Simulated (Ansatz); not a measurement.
SnTe:

```
CELL_PARAMETERS angstrom
0.00000 3.15085 3.15085
3.15085 0.00000 3.15085
3.15085 3.15085 0.00000
ATOMIC_POSITIONS crystal
Te 0.50000 0.50000 0.50000
Sn 0.00000 0.00000 0.00000
```

Base run:

| Item | Value |
| --- | --- |
| Program | Ansatz 0.2.0 |
| Functional | LDA |
| Potentials or basis | Ansatz PAW |
| Cutoff | 420 eV (not typed: the program's choice for these potentials) |
| k mesh | 7 × 7 × 7 |
| Occupations | fermi-dirac, width 0.05 eV |
| Spin | no spin polarisation |

Its results: pressure -1.6 GPa.

Problem. The run is repeated on the same cell with these changes: functional from LDA to r2SCAN; cutoff from 420 eV (not typed: the program's choice for these potentials) to 500 eV (not typed: the program's choice for these potentials). What comes out?

Solution. Pressure 1.5 GPa.

Caveats: the PAW data sets come from PBE, with cores solved anew for the run's functional, which leaves a small shift of forces and pressure.
